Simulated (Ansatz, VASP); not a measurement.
One calculation of PtS2, two programs

```
CELL_PARAMETERS angstrom
3.47087 0.00000 0.00000
-1.73543 3.00586 0.00000
0.00000 0.00000 4.93594
ATOMIC_POSITIONS crystal
Pt 0.00000 0.00000 0.00000
S 0.66667 0.33333 0.77300
S 0.33333 0.66667 0.22700
```

Change from the starting cell: volume scaled by 0.94.

Alike in both runs: task single point; functional PBEsol; k mesh 9 × 9 × 5; occupations fermi-dirac, width 0.05 eV; no spin polarisation.

|  | VASP | Ansatz |
| --- | --- | --- |
| version | VASP 6.6.1 | Ansatz 0.2.0 |
| potentials or method | VASP PAW PBE potentials, release 64 (Pt, S), cutoff 520 eV | all-electron LAPW, scalar-relativistic |

Ansatz gave:

```
gap on the k mesh at the Fermi level (eV)       : 1.01
least direct gap on the mesh (eV)               : 1.06
pressure (GPa)                                  : 18.4
largest component of the traceless stress (GPa) : 4.31
rms of the force components (eV/Å)              : 0.945
```

Which values does VASP return?

gap on the k mesh at the Fermi level (eV): 1.02; least direct gap on the mesh (eV): 1.07; pressure (GPa): 18.1; largest component of the traceless stress (GPa): 4.14; rms of the force components (eV/Å): 0.934.

Atom by atom the forces differ by 0.011 eV/Å (rms over components). Ansatz ran all-electron here, so the differences hold the error of VASP's frozen core and of both bases.

Caveats: spin-orbit coupling is left out, which moves the levels of the heavy elements; an odd mesh through Γ misses points on the zone boundary, where band edges often lie; so large a pressure means that the cell lies far from this level's equilibrium, or that cutoff or potentials fall short (VASP); the potentials were made for another functional, which shifts forces and pressure (VASP); forces of over 1 eV/Å show positions far from the minimum, so gaps and moduli don't describe the material at rest (Ansatz).
